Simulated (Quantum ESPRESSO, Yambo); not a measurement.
# Quasiparticle gap of AgBr (Fm-3m) in Yambo, part 3 of 3

How does a plane-wave GW calculation on AgBr (Fm-3m) run from the first input to the gap?

Quantum ESPRESSO 7.5 and Yambo 5.3.0; PBE and many-body steps on it, plane waves. Known limits of the many-body steps: not at the basis limit; d shell near the gap, gap tends to lie low; no spin-orbit coupling; coarse k mesh.

So far. Step 3 (Bands along the symmetry lines): The gap is 0.672 eV, as in the run before at this level. Step 4 (Empty states on the mesh, 4×4×4 mesh, 120 bands): On this mesh the gap is 0.672 eV.

The database entry behind the starting cell differs from later determinations by our own check (about 0.6 % short of the room-temperature cell), so it need not match the best structure at ambient conditions.

## Step 6: Screening and self-energy, 4×4×4 mesh, 120 bands, screening to 129.3 eV

Now the one-shot GW correction: screening in the RPA, then the self-energy of the levels asked for.

This step: G0W0 on PBE, plane waves, norm-conserving pseudopotentials.

Contents of gw1.in:

```
HF_and_locXC
gw0
dyson
ppa
em1d
rim_cut
RandQpts= 1000000
RandGvec= 1 RL
EXXRLvcs= 74 Ry
VXCRLvcs= 296 Ry
Chimod= "HARTREE"
% BndsRnXp
 1 | 120 |
%
NGsBlkXp= 9.5 Ry
% LongDrXp
 1 | 1 | 1 |
%
% GbndRnge
 1 | 120 |
%
DysSolver= "n"
ExtendOut
PPAPntXp= 27.21138 eV
% QPkrange
 1 | 8 | 6 | 18 |
%
```

On the command line:

```bash
$ OMP_NUM_THREADS=1 mpirun -n 4 yambo -F gw1.in -J gw1 -C gw1 > gw1.log
```

The log of the run:

```text
 Yambo, version 5.3.0

 [02] CORE Variables Setup
 =========================

  [... cell, symmetries and grids as in the set-up ...]

  [02.05] Energies & Occupations
  ==============================

  [X] === General ===
  [X] Electronic Temperature                        :  0.000000  0.000000 [eV K]
  [X] Bosonic    Temperature                        :  0.000000  0.000000 [eV K]
  [X] Finite Temperature mode                       : no
  [X] El. density                                   :  0.54983E+24 [cm-3]
  [X] Fermi Level                                   :  8.244730 [eV]

  [X] === Gaps and Widths ===
  [X] Conduction Band Min                           :  0.672137 [eV]
  [X] Valence Band Max                              :  0.000000 [eV]
  [X] Filled Bands                                  :  13
  [X] Empty Bands                                   :   14  120
  [X] Direct Gap                                    :  2.604052 [eV]
  [X] Direct Gap localized at k                     :  1
  [X] Indirect Gap                                  :  0.672137 [eV]
  [X] Indirect Gap between kpts                     :  3  1
  [X] Last valence band width                       :  2.284236 [eV]
  [X] 1st conduction band width                     :  4.310377 [eV]

 [03] Transferred momenta grid and indexing
 ==========================================

 IBZ Q-points                                      :   8
 BZ  Q-points                                      :   64

 K/Q-points units:
 rlu = crystal or reduced units; cc = cartesian coordinates; iku = interal k-units

 Q [1]          [rlu]:  0.000000  0.000000  0.000000
 Q [2]          [rlu]:  0.11377E-17  0.11377E-17  0.25000
 Q [3]          [rlu]: -0.22755E-17 -0.22755E-17 -0.50000
 Q [4]          [rlu]: -0.11010E-17  0.25000      0.25000
 Q [5]          [rlu]:  0.15016E-16  0.25000      0.50000
 Q [6]          [rlu]: -0.22755E-17  0.25000     -0.25000
 Q [7]          [rlu]:  0.22019E-17 -0.50000     -0.50000
 Q [8]          [rlu]:  0.250000 -0.500000 -0.250000

 [04] Coloumb potential Random Integration (RIM)
 ===============================================

  [04.01] RIM initialization
  ==========================

  * Diagonal components only detected *

  8 x (sBL volume)        :  0.097165 [a.u.]
  sBZ random points       :  1000000
  Points outside the sBZ  :   7968281
  RL volume               :  0.777319 [a.u.]
  Integrated volume       :  0.780413 [a.u.]

  [04.02] RIM integrals
  =====================

  Gamma point sphere radius             :  0.083391 [a.u.]
  Points outside the sphere             :   800476
  [Int_sBZ(q=0) 1/q^2]*(Vol_sBZ)^(-1/3) =:  7.776341
                                 should be <:  7.795600

  Summary of Coulomb integrals for non-metallic bands |Q|[au] RIM/Bare

  Q [1] 0.100000E-4 0.997530 * Q [2] 0.250811 1.068455
  Q [4] 0.289612 1.066792 * Q [6] 0.409573 1.029758
  Q [5] 0.480267 1.022667 * Q [3] 0.501623 1.020719
  Q [7] 0.579224 1.017590 * Q [8] 0.647592 1.014588

 [05] Dipoles
 ============

  [05.01] Setup: observables and procedures
  =========================================

 [06] Dynamic Dielectric Matrix (PPA)
 ====================================

 [WR./gw1//ndb.pp]---------------------------------------------------------------
  Brillouin Zone Q/K grids (IBZ/BZ)                :    8   64    8   64
  RL vectors                                       :   4279 [WF]
  Coulomb cutoff potential                         : none
  Electronic Temperature                           :  0.000000 [K]
  Bosonic    Temperature                           :  0.000000 [K]
  PPA    diel. fun.  energies                      : Perdew, Burke & Ernzerhof(X)+Perdew, Burke & Ernzerhof(C)
  wavefunctions                                    : Perdew, Burke & Ernzerhof(X)+Perdew, Burke & Ernzerhof(C)
  Global Gauge                                     : length
  X matrix size                                    :  181
  X band range                                     :    1  120
  X e/h energy range                               : -1.000000 -1.000000 [eV]
  X Time ordering                                  : R
  X Hxc Kernel                                     : HARTREE
  X Drude frequency                                :  0.000000  0.000000
  X poles                                          :  100.0000 [o/o]
  RL vectors in the sum                            :   4279
  [r,Vnl] included                                 : yes
  Field direction                                  :  0.577350E-5  0.577350E-5  0.577350E-5
  BZ energy Double Grid                            : no
  BZ energy DbGd points                            : 0
  BZ Q point size factor                           : -1.000000
  X Optical Averaged directions                    : none

 [07] Local Exchange-Correlation + Non-Local Fock
 ================================================

 [VXC] Plane waves :  27317
 [EXS] Plane waves :   3527

 QP @ state[ 1 ] K range:   1   8
 QP @ state[ 1 ] b range:   6  18

 [xc] Functional : Perdew, Burke & Ernzerhof(X)+Perdew, Burke & Ernzerhof(C)
 [xc] LIBXC used to calculate xc functional
  PP Number of Atomic Species                      :  2
  NLCC RL compoments                               :  27317
  PP Number of Atomic Species                      :  2
  NLCC RL compoments                               :  27317

 [xc] E_xc :  -16.63987 [Ha]
      E_xc :  -33.27974 [Ry]

  Local XC kind (lXC) : Perdew, Burke & Ernzerhof(X)+Perdew, Burke & Ernzerhof(C)
  Non-Local XC kind (nlXC) : Hartree-Fock

  Corrections @ K [1] :  [eV]
 <6|nlXC|6> = -29.88175 -0.57288E-18 <6|lXC|6> = -23.18151 -0.21520E-18
 <7|nlXC|7> = -29.88158 -0.11411E-16 <7|lXC|7> = -23.18151 -0.69901E-20
 <8|nlXC|8> = -29.88155  0.85666E-17 <8|lXC|8> = -23.18151  0.18871E-15
 <9|nlXC|9> = -30.37222 -0.14561E-16 <9|lXC|9> = -23.52130 -0.32777E-31
 <10|nlXC|10> = -30.37202 -0.12576E-16 <10|lXC|10> = -23.52130 -0.37763E-15
 <11|nlXC|11> = -16.64846  0.11295E-16 <11|lXC|11> = -13.22152 -0.94410E-16
 <12|nlXC|12> = -16.64841  0.41472E-17 <12|lXC|12> = -13.22152  0.47208E-16
 <13|nlXC|13> = -16.64827  0.75971E-17 <13|lXC|13> = -13.22152 -0.15118E-20
 <14|nlXC|14> = -6.572430 -0.26045E-17 <14|lXC|14> = -10.60462 -0.37770E-15
 <15|nlXC|15> = -6.577140 -0.99438E-18 <15|lXC|15> = -11.43058 -0.17764E-16
[...]
Corrections @ K [2] :  [eV]
[...]
Corrections @ K [3] :  [eV]
[...]
Corrections @ K [4] :  [eV]
[...]
Corrections @ K [5] :  [eV]
[...]
[... 2 further k-points ...]
  Corrections @ K [8] :  [eV]
[...]
<14|nlXC|14> = -8.670977  0.37196E-17 <14|lXC|14> = -13.14499 -0.38357E-16
 <15|nlXC|15> = -5.135155  0.21137E-18 <15|lXC|15> = -10.19146 -0.47577E-16
 <16|nlXC|16> = -5.742781 -0.16424E-17 <16|lXC|16> = -10.41102 -0.56073E-16
 <17|nlXC|17> = -5.742850  0.70421E-19 <17|lXC|17> = -10.41102 -0.23605E-16
 <18|nlXC|18> = -4.846860 -0.40001E-18 <18|lXC|18> = -10.79776  0.59015E-16

  [07.01] Hartree-Fock occupations report
  =======================================

  [Hartree-Fock] === General ===
  [Hartree-Fock] Electronic Temperature             :  0.000000  0.000000 [eV K]
  [Hartree-Fock] Bosonic    Temperature             :  0.000000  0.000000 [eV K]
  [Hartree-Fock] Finite Temperature mode            : no
  [Hartree-Fock] El. density                        :  0.54983E+24 [cm-3]
  [Hartree-Fock] Fermi Level                        :  8.244730 [eV]

  [Hartree-Fock] === Gaps and Widths ===
  [Hartree-Fock] Conduction Band Min                :  4.704325 [eV]
  [Hartree-Fock] Valence Band Max                   : -4.194962 [eV]
  [Hartree-Fock] Filled Bands                       :  13
  [Hartree-Fock] Empty Bands                        :   14  120
  [Hartree-Fock] Direct Gap                         :  10.06299 [eV]
  [Hartree-Fock] Direct Gap localized at k          :  1
  [Hartree-Fock] Indirect Gap                       :  8.899287 [eV]
  [Hartree-Fock] Indirect Gap between kpts          :  3  1
  [Hartree-Fock] Last valence band width            :  4.848991 [eV]
  [Hartree-Fock] 1st conduction band width          :  5.045494 [eV]

 [08] Dyson equation: Newton solver
 ==================================

  [08.01] G0W0 (W PPA)
  ====================

  [  GW  ] Bands range     :    1  120
  [GW/PPA] G damping       :  0.100000 [eV]

  QP @ state[ 1 ] K range:   1   8
  QP @ state[ 1 ] b range:   6  18

   Sc/G bands                                       :    1  120
   Sc/G damping                                     :  0.100000 ev
   Sc bands terminator                              : no
   Sx RL components                                 :   3527

   QP @ state[ 1 ] K range                          :   1   8
   QP @ state[ 1 ] b range                          :   6  18
   GF energies kind                                 : Perdew, Burke & Ernzerhof(X)+Perdew, Burke & Ernzerhof(C)
   GF WF`s kind                                     : Perdew, Burke & Ernzerhof(X)+Perdew, Burke & Ernzerhof(C)
   Xs energies kind                                 : Perdew, Burke & Ernzerhof(X)+Perdew, Burke & Ernzerhof(C)
   Xs WF`s kind                                     : Perdew, Burke & Ernzerhof(X)+Perdew, Burke & Ernzerhof(C)

 [11] Game Over & Game summary
```

Elapsed: 6 min, on 4 MPI ranks of Arm Neoverse V1, shared host; peak memory 1.6 GiB.

Numbers from this step:

```yaml
g0w0_gap_on_the_mesh: 1.616 eV
starting_gap_on_the_mesh: 0.6721 eV
k_of_the_valence_top: 0, 0, -0.5
k_of_the_conduction_bottom: 0, 0, 0
least_direct_g0w0_gap_on_the_computed_points: 3.744 eV
z_at_the_valence_top: 0.8002
z_at_the_conduction_bottom: 0.8274
```

The gap on the mesh goes from 0.67 eV to 1.62 eV, a correction of +0.94 eV.

Limits: finite bands, cutoff and mesh; d shell near the gap, gap tends to lie low; no spin-orbit coupling; coarse k mesh. v1 is the top filled band, c1 the lowest empty one. Levels before and after the correction, in eV, zero at the valence-band top of each column:

```
           conduction bottom  valence top
Kohn-Sham               0.67         0.00
     G0W0               1.62         0.00
```

```
                      level  energy (eV)
Kohn-Sham           Γ v3-v1       -1.932
Kohn-Sham              Γ c1        0.672
Kohn-Sham           Γ c2-c3        9.927
Kohn-Sham     (0 0 -0.5) v3       -2.148
Kohn-Sham  (0 0 -0.5) v2-v1        0.000
Kohn-Sham     (0 0 -0.5) c1        3.739
Kohn-Sham     (0 0 -0.5) c2        6.595
Kohn-Sham     (0 0 -0.5) c3        6.774
     G0W0           Γ v3-v1       -2.128
     G0W0              Γ c1        1.616
     G0W0           Γ c2-c3       11.041
     G0W0     (0 0 -0.5) v3       -2.373
     G0W0  (0 0 -0.5) v2-v1        0.000
     G0W0     (0 0 -0.5) c1        4.516
     G0W0     (0 0 -0.5) c2        8.037
     G0W0     (0 0 -0.5) c3        7.768
```

## Step 7: Where the time went

Times are wall times on the hardware named with each run, good to a factor of about two.

```
                          step   time  share  memory (GiB)
                  ground state  5.4 s    1 %          0.26
bands along the symmetry lines    5 s    1 %          0.21
      empty states on the mesh  7.9 s    2 %          0.34
         conversion and set-up  2.5 s    1 %          0.25
     screening and self-energy  6 min   95 %           1.6
```

## Step 8: Outcome

```
PBE gap              : 0.67 eV, indirect
G0W0 gap on the mesh : 1.62 eV
GW settings          : 4×4×4 mesh, 120 bands, screening to 129.3 eV, Godby-Needs plasmon pole
known limits         : not at the basis limit; d shell near the gap, gap tends to lie low; no spin-orbit coupling; coarse k mesh
```

What this shows: G0W0 moves the gap on the mesh from 0.67 eV to 1.62 eV (+0.94 eV), with Z of 0.80 and 0.83 at the edges. The dearest step here is «screening and self-energy». Bands and cutoff are finite, so the gap is not at the basis limit. The miss can reach some tenths of an eV and take either sign; the mesh is an error of its own. The 4×4×4 mesh is coarse for this cell, which bears on the long-range parts of exchange and screening. A d shell, filled or nearly so, lies near the gap. One-shot GW converges very slowly in bands there, not always from below, and on a semilocal start the gap tends to come out low; starts rich in exact exchange can overshoot instead. The many-body steps are scalar-relativistic: spin-orbit coupling is not in them.

[Paths, hosts, dates, memory and timing lines, banners, echoed tables and standing remarks are left out of the program output.]

[Logs are printed without paths, hosts, clocks, repeated set-up lines and the standing remarks that a program may print on its own settings, such as how far it seeks lower states.]

[Runs of the session that timed out or met a known fault of the program may be left out.]

[Hosts, paths, dates, database ids (printed as entryN), source tags and the programs' standing remarks are cut or masked in the printed files.]
